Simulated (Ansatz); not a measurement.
HgTe:

```
Hg Te
1.0
     2.99252   -3.46693    0.00000
     2.99252    3.46693    0.00000
     0.00000    0.00000    5.79816
Hg Te
2 2
Direct
  0.65695 0.34305 0.25000
  0.34305 0.65695 0.75000
  0.21519 0.78481 0.25000
  0.78481 0.21519 0.75000
```

Measurements of this composition are mostly on another form, of space group No. 216.

- Program: Ansatz 0.2.0
- Task: relaxation of cell and atoms
- Functional: PBEsol
- Dispersion: D4
- Potentials or basis: Ansatz PAW
- Cutoff: 420 eV (not typed: the program's choice for these potentials)
- k mesh: 6 × 6 × 5
- Occupations: fermi-dirac, width 0.05 eV
- Spin: no spin polarisation

At the start: volume 30.08 Å³/atom.

Q: Where does the relaxation end?

A: It ends after 11 steps and the volume is 26.30 Å³/atom (-12.5 %); space group I4/mmm (No. 139, to 0.05 Å).

Step by step:
| step | energy change (eV) | largest force (eV/Å) | volume (Å³) |
| --- | --- | --- | --- |
| 1 | 0.0000 | 0.2064 | 120.31 |
| 2 | -0.1838 | 0.1934 | 105.30 |
| 3 | -0.2115 | 0.0379 | 107.69 |
| 4 | -0.2168 | 0.0329 | 106.86 |
| 5 | -0.2332 | 0.0478 | 105.79 |
| 6 | -0.3260 | 0.1078 | 104.77 |
| 7 | -0.3673 | 0.0860 | 105.11 |
| 8 | -0.3979 | 0.0645 | 104.76 |
| 9 | -0.4048 | 0.0112 | 105.32 |
| 10 | -0.4051 | 0.0017 | 105.22 |
| 11 | -0.4030 | 0.0017 | 105.22 |

Final structure:
```xyz
4
Lattice="2.9532 -2.9536 0.0000 2.9532 2.9536 0.0000 0.0000 0.0000 6.0315" Properties=species:S:1:pos:R:3 pbc="T T T"
Hg    2.9532   -1.4736    1.5079
Hg    2.9532    1.4736    4.5236
Te    2.9532    1.4793    1.5079
Te    2.9532   -1.4793    4.5236
```

Caveat: the plane-wave basis is chosen anew once the cell has moved, so the energies of steps on either side of that aren't comparable; the PAW data sets come from PBE, with cores solved anew for the run's functional, which leaves a small shift of forces and pressure.
